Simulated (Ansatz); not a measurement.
The elements of this relaxed trial crystal are hidden behind letters.

```
lattice vectors (Å)
   2.7952    0.0000    0.0000
  -1.3976    2.4207    0.0000
   0.0000    0.0000   13.0496
fractional positions
X 0.3333 0.6667 0.0000
X 0.6667 0.3333 0.8148
X 0.6667 0.3333 0.1852
X 0.6667 0.3333 0.5000
Z 0.3333 0.6667 0.6555
Z 0.3333 0.6667 0.3445
```

All numbers below come from DFT PBE, scalar-relativistic, plane waves, PAW in Ansatz 0.2.0. Cutoff 420 eV, Γ-centred 18×18×4 mesh (6-atom cell), Gaussian smearing of 0.10 eV, no spin polarisation.

| Property | Result |
| --- | --- |
| Space group | P-6m2 (No. 187) |
| Conventional cell | a = 2.795 Å, c = 13.050 Å |
| Volume per atom | 14.72 Å³ |
| Density | 4.42 g/cm³ |
| Formation energy | −0.05 eV/atom |
| Gap on the 18×18×4 mesh of the 6-atom cell | 0 eV (a metal) |

Energies are uncorrected and count from the elements' standard states at the same level.

Problem. X is a p-block element of period 3 and Z is a d-block element of period 4. Which elements are they?

Solution. X = Al, Z = Cu, so the formula is Al2Cu. Density times volume gives a mean mass of 4.42 × 14.72/1.6605 = 39.2 u per atom, and this set has 39.2 u. Around Al on a site of symmetry -6m2 lie 12 Al at 2.80–2.91 Å; Al on a site of symmetry 3m is surrounded by 3 Cu at 2.63 Å and 9 Al at 2.80–2.91 Å; Cu has 6 Al at 2.59–2.63 Å and 6 Cu at 2.80 Å; 1 more site not described. Other sets within the hints have nearly the same mass, so mass alone doesn't settle it; this one was computed.

Symmetry constrained the relaxation, so the result can be a saddle point. Another cell of Al2Cu relaxed alike, in P-3m1, lies 45 meV/atom lower, so this cell isn't the stable form at this level.
